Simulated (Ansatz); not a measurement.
# Lower states of Ni: further starts and searches

Aim: test whether Ni has a self-consistent state below the best one that plain SCF starts reached, by the runs listed below. Ni is taken in the measured crystal structure (space group Fm-3m, primitive cell doubled), 2 atoms in the cell. Source: COD entry 2102263, which need not be the ambient phase.

Method: DFT PBE, PAW, plane waves, scalar-relativistic, in Ansatz 0.2.0.

### 1 The system as given

It takes space group Fm-3m (No. 225, cubic). Conventional cell: a = 3.544 Å, b = 3.544 Å, c = 3.544 Å, α = 90.00°, β = 90.00°, γ = 90.00°. Ni (site symmetry m-3m) has 12 Ni at 2.51 Å as nearest neighbours.

Structure file:

```cif
data_structure
_symmetry_space_group_name_H-M 'P 1'
_symmetry_Int_Tables_number 1
_cell_length_a 2.5059
_cell_length_b 4.3404
_cell_length_c 2.5059
_cell_angle_alpha 90.000
_cell_angle_beta 90.000
_cell_angle_gamma 54.736
_cell_volume 22.25
loop_
_atom_site_label
_atom_site_type_symbol
_atom_site_fract_x
_atom_site_fract_y
_atom_site_fract_z
_atom_site_occupancy
Ni1 Ni 0.00000 0.00000 0.00000 1
Ni2 Ni 0.00000 0.50000 0.50000 1
```

Atoms are counted from 1 in the order of input.yaml (Ni2 and so on).

Known so far: 9 plain starts ended in 2 states. The lowest came from “parallel moments, Broyden mixing, no switch to direct minimisation [Ni1 2.00, Ni2 2.00 μB]”: ferromagnetic, site moments Ni1 0.66, Ni2 0.66 μB, total 1.25 μB per cell, no gap on the k-mesh, free energy -11679.4911 eV.

Runs to come: parallel moments, default search for lower states; opposed moments +-, default search for lower states; the moments typed in its input, symmetry off, plain SCF; the moments typed in its input, standard search for lower states; the moments typed in its input, symmetry off, default search.

A plain SCF has the search for lower states switched off and ends at the first converged state. The default search lets the program follow hints of a lower state (another filling of open shells, a soft direction), where it sees any. The standard and full searches may also try other magnetic orders and fillings, and need not reach the lowest state. With a search on, the program may also reshape the start on open shells. Ends within 0.2 meV/atom and 0.1 μB count as one state.

Moments by site are taken inside atomic spheres; the rest lies between them.

### 2 Parallel moments, default search for lower states

Contents of input.yaml:

```yaml
crystal:
  lattice:
    - [0.0, -1.77195, -1.77195]
    - [-3.5439, -1.77195, -1.77195]
    - [0.0, 1.77195, -1.77195]
  atoms:
    - { symbol: Ni, position: [0.0, 0.0, 0.0], spin: 2.0 }
    - { symbol: Ni, position: [0.0, 0.5, 0.5], spin: 2.0 }
magnetization:
  spin_polarized: true
hamiltonian:
  xc: pbe
  pseudopotentials: { kind: paw }
basis:
  ecutwfc: 420
kpoints:
  mp_grid: { grid: [14, 8, 11] }
scf:
  occupations: { method: fermi_dirac, width: 0.1 }
output:
  forces: true
  stress: true
```

What it wrote, cut to the lines that bear on the results:

```text
Warning: crystal.symmetry: narrowed to the stabiliser of the k-point mesh — unitary ops 32 → 8; excluded 24 operations that carry a point of the 14×8×11 mesh (shift [0, 0, 0]) off the mesh (the run samples exactly the mesh kpoints.mp_grid names, as under crystal.symmetry.detect: false, [...]
Pseudopotentials: kind: paw
Pseudopotential: Ni, paw, valence charge 18, recommended cutoff 420 eV (normal), Ni.paw.azcp
Functional definition: PBE
[...]
Crystal: 2 atoms, lattice volume = 22.254 Å³
Basis set: ecut = 420 eV, 451 PW (Γ), exchange–correlation on 36×60×36 points (8 copies of the dense FFT grid, shifted against one another)
Bands: 24, of which v1, the nominal top of the filled ones, is band 18 counted from 1 (17 counted from 0)
Symmetry: 8 space group operations
k-points: 348 of 1232
[...]
Starting moments: Σ|m| = 4 μB on 2 of 2 sites
[...]
SCF iter   1: F=—  HF=-11678.308504 eV  |F-HF|=—  |Δ(HF+E_count)|=         —  Δρ=1.62e-1 (↑1.62e-1 ↓8.72e-2)  dr2=1.03e0  dr2_m=3.07e0  M=1.896 μB ∫|m|=2.042 μB  β_m=0.30  ethr=2.87e-3  ⟨swp⟩=1.0  Hψ=82170  notcnv=0
[...]
SCF iter   9: F=-11679.491052 eV  HF=-11679.491052 eV  |F-HF|=2.18e-11  |Δ(HF+E_count)|=   2.23e-8  Δρ=8.19e-7 (↑2.46e-7 ↓8.19e-7)  dr2=6.60e-11  dr2_m=3.26e-11  M=1.251 μB ∫|m|=1.434 μB  ethr=1.75e-10  ⟨swp⟩=2.9  Hψ=56178  notcnv=0
[...]
SCF converged after 9 iterations
Magnetization: 1.2514 μB (18.6257 up, 17.3743 down)
Absolute magnetization: 1.4353 μB (∫|ρ↑−ρ↓|, with the PAW one-centre terms)
Spin contamination: 0.0141 ħ² per cell (⟨S²⟩ above its minimum at these occupations)
Per-site moments (μB) at R_I (Å): [(0.6645044591870951, 1.03369023526189), (0.664504459187095, 1.03369023526189)]
Free energy (F): -11679.491052 eV
[...]
E sigma→0 (E₀):  -11679.435929 eV
Entropy (-TS):   -0.110247 eV (-55.124 meV/atom)
Fermi energy:    17.665972 eV
[... 24 lines left out: energy terms, forces, stress ...]
```

Run time: 12 s. Hardware: 2 threads of an x86-64 CPU, shared host; peak memory 0.62 GiB.

This is the state of step 1 again (ferromagnetic), after 9 iterations.

### 3 Opposed moments +-, default search for lower states

Changes to input.yaml since step 2:

```diff
@@ -7,3 +7,3 @@
     - { symbol: Ni, position: [0.0, 0.0, 0.0], spin: 2.0 }
-    - { symbol: Ni, position: [0.0, 0.5, 0.5], spin: 2.0 }
+    - { symbol: Ni, position: [0.0, 0.5, 0.5], spin: -2.0 }
 magnetization:
```

What it wrote, cut to the lines that bear on the results:

```text
Warning: crystal.symmetry: narrowed to the stabiliser of the k-point mesh — unitary ops 16 → 4; excluded 12 operations that carry a point of the 14×8×11 mesh (shift [0, 0, 0]) off the mesh (the run samples exactly the mesh kpoints.mp_grid names, as under crystal.symmetry.detect: false, [...]
[... 11 lines as in an earlier run ...]
Symmetry: 4 space group operations
[... 5 lines as in an earlier run ...]
Starting moments: Σ|m| = 4 μB on 2 of 2 sites
[... 2 lines as in an earlier run ...]
spin-down is spin-up translated by (0, 0.5, 0.5): one eigenproblem is solved per k-point and the antiferromagnetic symmetry of the starting moments is kept exactly by this SCF (crystal.symmetry.spin_inversion_symmetry: false solves both channels; [...]
SCF iter   1: F=—  HF=-11678.539076 eV  |F-HF|=—  |Δ(HF+E_count)|=         —  Δρ=2.07e-1 (↑2.07e-1 ↓2.07e-1)  dr2=9.74e-1  dr2_m=8.35e0  M=0.000 μB ∫|m|=1.055 μB  β_m=0.30  ethr=2.71e-3  ⟨swp⟩=1.3  Hψ=41581  notcnv=0
[...]
Starting moments: Σ|m| = 4 μB on 2 of 2 sites; this step starts from the density that it was given
[...]
SCF iter   2: F=-11679.491052 eV  HF=-11679.491052 eV  |F-HF|=2.18e-9  |Δ(HF+E_count)|=   3.19e-9  Δρ=3.96e-6 (↑3.26e-6 ↓3.96e-6)  dr2=3.15e-9  dr2_m=8.86e-10  M=-1.251 μB ∫|m|=1.434 μB  ethr=7.56e-11  ⟨swp⟩=3.7  Hψ=44745  notcnv=0
[...]
the run went on to a lower state, not held to the crystal's whole symmetry: an SCF along what the orbitals of the run's state read of its open shells (or to have them read: on a GPU, or by another smearing), with the run's symmetry operations kept and the antiferromagnet's [...]
WARN: the starting moments were not kept: 1 of 2 ended reversed and 1 kept their direction, counting a site from 0.1 of the cell's largest site moment. The largest reversed, site 0 (counted from 0, in the order of the report's site_moments_mub), started with +2.0 μB and closes at -6.6e-1 [...]
SCF converged after 2 iterations
Magnetization: -1.2514 μB (17.3743 up, 18.6257 down)
Absolute magnetization: 1.4353 μB (∫|ρ↑−ρ↓|, with the PAW one-centre terms)
Spin contamination: 0.0141 ħ² per cell (⟨S²⟩ above its minimum at these occupations)
Per-site moments (μB) at R_I (Å): [(-0.6645116377708462, 1.03369023526189), (-0.6645107345789968, 1.03369023526189)]
Free energy (F): -11679.491052 eV
[...]
E sigma→0 (E₀):  -11679.435929 eV
Entropy (-TS):   -0.110247 eV (-55.124 meV/atom)
Fermi energy:    17.665980 eV
[... 29 lines left out: energy terms, forces, stress, bands ...]
```

Wall time 66 s (2 threads of an x86-64 CPU, shared host); peak memory 1.4 GiB.

The run ends in the same state as step 1 (ferromagnetic); it took 19 iterations.

### 4 The moments typed in its input, symmetry off, plain SCF

Changes to input.yaml since step 3:

```diff
@@ -7,3 +7,4 @@
     - { symbol: Ni, position: [0.0, 0.0, 0.0], spin: 2.0 }
-    - { symbol: Ni, position: [0.0, 0.5, 0.5], spin: -2.0 }
+    - { symbol: Ni, position: [0.0, 0.5, 0.5], spin: 2.0 }
+  symmetry: { detect: false, time_reversal: true }
 magnetization:
@@ -19,2 +20,3 @@
   occupations: { method: fermi_dirac, width: 0.1 }
+  lower_state_search: "off"
 output:
```

What it wrote, cut to the lines that bear on the results:

```text
[... 11 lines as in an earlier run ...]
Symmetry: 1 space group operations
k-points: 618 of 1232 (time reversal used)
[... 4 lines as in an earlier run ...]
Starting moments: Σ|m| = 4 μB on 2 of 2 sites
[... 2 lines as in an earlier run ...]
[...]
SCF iter   1: F=—  HF=-11678.940609 eV  |F-HF|=—  |Δ(HF+E_count)|=         —  Δρ=1.27e-1 (↑1.13e-1 ↓1.27e-1)  dr2=2.98e-2  dr2_m=2.92e0  M=1.877 μB ∫|m|=2.091 μB  β_m=0.30  ethr=8.30e-5  ⟨swp⟩=1.0  Hψ=145781  notcnv=0
[...]
spin-set hold released at iteration 1 (the charge has settled, or the pull on large starting moments outlasts its swing): the magnetisation degrees of freedom join the quasi-Newton model from the next iteration; the mixer history was flushed
[...]
SCF iter  12: F=-11679.491052 eV  HF=-11679.491052 eV  |F-HF|=3.96e-9  |Δ(HF+E_count)|=  5.04e-10  Δρ=5.04e-6 (↑1.65e-6 ↓5.04e-6)  dr2=4.43e-9  dr2_m=6.38e-10  M=1.251 μB ∫|m|=1.434 μB  ethr=3.48e-11  ⟨swp⟩=2.0  Hψ=87648  notcnv=0
[...]
SCF converged after 12 iterations
an eigenvalue changed by more than its tolerance at an iteration that met the thresholds in force, so the SCF went on 1 time: the last check found none over its tolerance
Magnetization: 1.2514 μB (18.6257 up, 17.3743 down)
Absolute magnetization: 1.4352 μB (∫|ρ↑−ρ↓|, with the PAW one-centre terms)
Spin contamination: 0.0141 ħ² per cell (⟨S²⟩ above its minimum at these occupations)
Per-site moments (μB) at R_I (Å): [(0.6645068192718754, 1.03369023526189), (0.6644959665961974, 1.03369023526189)]
Free energy (F): -11679.491052 eV
[...]
E sigma→0 (E₀):  -11679.435929 eV
Entropy (-TS):   -0.110247 eV (-55.123 meV/atom)
Fermi energy:    17.665997 eV
[... 24 lines left out: energy terms, forces, stress ...]
```

It took 33 s on 2 threads of an x86-64 CPU, shared host; peak memory 0.88 GiB.

Nothing new: the 12 iterations lead to the state found in step 1 (ferromagnetic).

### 5 The moments typed in its input, standard search for lower states

Changes to input.yaml since step 4:

```diff
@@ -8,3 +8,2 @@
     - { symbol: Ni, position: [0.0, 0.5, 0.5], spin: 2.0 }
-  symmetry: { detect: false, time_reversal: true }
 magnetization:
@@ -20,3 +19,3 @@
   occupations: { method: fermi_dirac, width: 0.1 }
-  lower_state_search: "off"
+  lower_state_search: standard
 output:
```

What it wrote, cut to the lines that bear on the results:

```text
[... 1 line as in an earlier run ...]
the run goes by scf.lower_state_search standard: where its kind and settings allow, a search for a lower-energy state can add stability tests and further SCF calculations, which can take several times, in some runs tens of times, as long as the SCF (see the manual's entry of the key); [...]
[... 17 lines as in an earlier run ...]
Starting moments: Σ|m| = 4 μB on 2 of 2 sites
[... 3 lines as in an earlier run ...]
SCF iter   1: F=—  HF=-11678.308504 eV  |F-HF|=—  |Δ(HF+E_count)|=         —  Δρ=1.62e-1 (↑1.62e-1 ↓8.72e-2)  dr2=1.03e0  dr2_m=3.07e0  M=1.896 μB ∫|m|=2.042 μB  β_m=0.30  ethr=2.87e-3  ⟨swp⟩=1.0  Hψ=82170  notcnv=0
[...]
SCF iter   9: F=-11679.491052 eV  HF=-11679.491052 eV  |F-HF|=2.18e-11  |Δ(HF+E_count)|=   2.23e-8  Δρ=8.19e-7 (↑2.46e-7 ↓8.19e-7)  dr2=6.60e-11  dr2_m=3.26e-11  M=1.251 μB ∫|m|=1.434 μB  ethr=1.75e-10  ⟨swp⟩=2.9  Hψ=56178  notcnv=0
[...]
SCF converged after 9 iterations
Magnetization: 1.2514 μB (18.6257 up, 17.3743 down)
Absolute magnetization: 1.4353 μB (∫|ρ↑−ρ↓|, with the PAW one-centre terms)
Spin contamination: 0.0141 ħ² per cell (⟨S²⟩ above its minimum at these occupations)
Per-site moments (μB) at R_I (Å): [(0.6645044591870951, 1.03369023526189), (0.664504459187095, 1.03369023526189)]
Free energy (F): -11679.491052 eV
[...]
E sigma→0 (E₀):  -11679.435929 eV
Entropy (-TS):   -0.110247 eV (-55.124 meV/atom)
Fermi energy:    17.665972 eV
[... 24 lines left out: energy terms, forces, stress ...]
```

Wall time 13 s (2 threads of an x86-64 CPU, shared host); peak memory 0.62 GiB.

This is the state of step 1 again (ferromagnetic), after 9 iterations.

### 6 The moments typed in its input, symmetry off, default search

Changes to input.yaml since step 5:

```diff
@@ -8,2 +8,3 @@
     - { symbol: Ni, position: [0.0, 0.5, 0.5], spin: 2.0 }
+  symmetry: { detect: false, time_reversal: true }
 magnetization:
@@ -19,3 +20,2 @@
   occupations: { method: fermi_dirac, width: 0.1 }
-  lower_state_search: standard
 output:
```

What it wrote, cut to the lines that bear on the results:

```text
[... 17 lines as in an earlier run ...]
Starting moments: Σ|m| = 4 μB on 2 of 2 sites
[... 3 lines as in an earlier run ...]
SCF iter   1: F=—  HF=-11678.308622 eV  |F-HF|=—  |Δ(HF+E_count)|=         —  Δρ=1.62e-1 (↑1.62e-1 ↓8.72e-2)  dr2=1.03e0  dr2_m=3.07e0  M=1.896 μB ∫|m|=2.042 μB  β_m=0.30  ethr=2.87e-3  ⟨swp⟩=1.0  Hψ=145769  notcnv=0
[...]
SCF iter  11: F=-11679.491052 eV  HF=-11679.491052 eV  |F-HF|=1.28e-9  |Δ(HF+E_count)|=  4.07e-10  Δρ=2.06e-6 (↑9.38e-7 ↓2.06e-6)  dr2=1.25e-9  dr2_m=7.72e-11  M=1.251 μB ∫|m|=1.434 μB  ethr=1.71e-11  ⟨swp⟩=1.9  Hψ=88636  notcnv=0
[...]
SCF converged after 11 iterations
Magnetization: 1.2514 μB (18.6257 up, 17.3743 down)
Absolute magnetization: 1.4353 μB (∫|ρ↑−ρ↓|, with the PAW one-centre terms)
Spin contamination: 0.0141 ħ² per cell (⟨S²⟩ above its minimum at these occupations)
Per-site moments (μB) at R_I (Å): [(0.6645079692291576, 1.03369023526189), (0.664500877477037, 1.03369023526189)]
Free energy (F): -11679.491052 eV
[...]
E sigma→0 (E₀):  -11679.435929 eV
Entropy (-TS):   -0.110247 eV (-55.124 meV/atom)
Fermi energy:    17.665980 eV
[... 24 lines left out: energy terms, forces, stress ...]
```

Wall time 38 s (2 threads of an x86-64 CPU, shared host); peak memory 0.9 GiB.

This is the state of step 1 again (ferromagnetic), after 11 iterations.

### 7 All ends together

```
step  iterations  state  moments of Ni1 Ni2 (μB)  total (μB)  gap (eV)  pressure (GPa)  above lowest (meV/atom)
   1          14      1                0.66 0.66        1.25      none            -3.8                      0.0
   2           9      1                0.66 0.66        1.25      none            -3.8                      0.0
   3          19      1              -0.66 -0.66       -1.25      none            -3.8                      0.0
   4          12      1                0.66 0.66        1.25      none            -3.8                      0.0
   5           9      1                0.66 0.66        1.25      none            -3.8                      0.0
   6          11      1                0.66 0.66        1.25      none            -3.8                      0.0
```

States are numbered from the lowest. Starts by step: 2 parallel moments, default search for lower states; 3 opposed moments +-, default search for lower states; 4 the moments typed in its input, symmetry off, plain SCF; 5 the moments typed in its input, standard search for lower states; 6 the moments typed in its input, symmetry off, default search. Step 1 is the best of the earlier plain starts.

The 5 runs of this session took 2.7 min in all, from 12 s to 66 s each.

Decimal logarithm of the largest residual (eV) by iteration, counted through all cycles of a run:

```
iteration  step 2  step 3  step 4  step 5  step 6
        1     0.5     0.9     0.5     0.5     0.5
        2     0.3     0.7     0.3     0.3     0.3
        3    -0.2     1.1    -1.0    -0.2    -0.2
        4    -1.2    -1.2    -2.1    -1.2    -1.2
        5    -4.3    -1.8    -3.0    -4.3    -4.3
        6    -4.0    -2.9    -2.2    -4.0    -3.1
        8    -7.2    -5.4    -4.4    -7.2    -5.6
        9   -10.2    -6.5    -6.0   -10.2    -6.8
       11       -    -9.1    -7.9       -    -8.9
       12       -    -9.7    -8.4       -       -
       14       -    -2.3       -       -       -
       16       -    -7.6       -       -       -
       17       -    -7.6       -       -       -
       19       -    -8.5       -       -       -
```

### 8 Results

```
         quantity                                                      value
  distinct states  1 from 6 converged runs, the best start of step 1 counted
     lowest state                                              ferromagnetic
      its moments                                      Ni1 0.66, Ni2 0.66 μB
     total moment                                           1.25 μB per cell
gap on the k-mesh                                                       none
         pressure                                                   -3.8 GPa
    largest force                                                 0.000 eV/Å
```

What this shows: No run goes below the best plain start. Distinct end states: 1, from 6 converged runs. These are lowest states among those tried, not proven ground states. The mesh has less symmetry than the lattice, which lowers the symmetry of the run.
